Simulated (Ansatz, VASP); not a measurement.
**One calculation of Lu, two programs**

INCAR

```
PREC = Accurate
ENCUT = 520
EDIFF = 1E-7
ISMEAR = -1
SIGMA = 0.05
LREAL = False
LASPH = True
NELM = 100
ALGO = Normal
ISIF = 2
LWAVE = False
LCHARG = False
GGA = PE
NBANDS = 18
```

Contents of KPOINTS:

```
regular mesh
0
Gamma
  10 10 10
```

File POSCAR:

```
Lu
1.0
   -1.9924326645      1.9924326645      1.9924326645
    1.9924326645     -1.9924326645      1.9924326645
    1.9924326645      1.9924326645     -1.9924326645
Lu
1
Direct
    0.0000000000      0.0000000000      0.0000000000
```

File input.yaml:

```yaml
crystal:
  lattice:
    - [-1.9924326645, 1.9924326645, 1.9924326645]
    - [1.9924326645, -1.9924326645, 1.9924326645]
    - [1.9924326645, 1.9924326645, -1.9924326645]
  atoms:
    - { symbol: Lu, position: [0.0, 0.0, 0.0] }
kpoints:
  mp_grid: { grid: [10, 10, 10] }
scf:
  occupations: { method: fermi_dirac, width: 0.05 }
hamiltonian:
  xc: pbe
  pseudopotentials: { kind: all_electron, lapw: { basis_error: 0.0005 } }
output:
  forces: true
  stress: true
  eigenvalues: true
```

Change from the starting cell: volume scaled by 1.06.

Alike in both runs: task single point; functional PBE; k mesh 10 × 10 × 10; occupations fermi-dirac, width 0.05 eV; no spin polarisation.

|  | VASP | Ansatz |
| --- | --- | --- |
| version | VASP 6.6.1 | Ansatz 0.2.0 |
| potentials or method | VASP PAW PBE potentials, release 64 (Lu) | all-electron LAPW, scalar-relativistic |
| plane-wave cutoff (eV) | 520 | see its input |

|  | VASP | Ansatz | Ansatz less VASP |
| --- | --- | --- | --- |
| gap on the k mesh at the Fermi level (eV) | none | none | - |
| pressure (GPa) | -2.5 | -2.6 | -0.09 |

A gap of «none» marks a metal or a gap that the smearing closes. Ansatz ran all-electron here, so the differences hold the error of VASP's frozen core and of both bases.

The runs have no spin-orbit coupling, so splittings on Lu are missing.
